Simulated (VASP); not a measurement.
A convergence study with VASP on NaBr (rock salt): one setting is varied, all else stays as given below, so the limit is that of these other settings.

```xyz
2
Lattice="0.0000 2.9850 2.9850 2.9850 0.0000 2.9850 2.9850 2.9850 0.0000" Properties=species:S:1:pos:R:3 pbc="T T T"
Na     0.0000     0.0000     0.0000
Br     2.9850     2.9850     2.9850
```

Computed with PBE GGA, VASP's PBE PAW potentials (set 64) (plane waves; VASP 6.6.1). The tightest run used: 550 eV cut-off, 13×13×13 Monkhorst-Pack mesh, Gaussian smearing of 0.050 eV, potentials Na_pv Br.

```
setting     E (eV/atom)  pressure (GPa)  irreducible k-points
----------  -----------  --------------  --------------------
1×1×1 mesh      -0.4845           24.28                     1
2×2×2 mesh      -3.0574            0.73                     2
3×3×3 mesh      -3.0436            0.97                     4
```

Problem. These are the cheaper rows. Estimate the results at 13×13×13 mesh, and how far the last row shown lies from them.

Solution. 
| quantity | tightest run | last row shown is off by |
|---|---|---|
| E (eV/atom) | -3.0583 | 0.0147 |
| pressure (GPa) | 0.70 | 0.27 |

Left out are rungs that failed or repeat a setting and relaxations that didn't move; long series are thinned to 24 rows.

The compound is NaBr in the rock salt structure. The cell was not relaxed at this level.
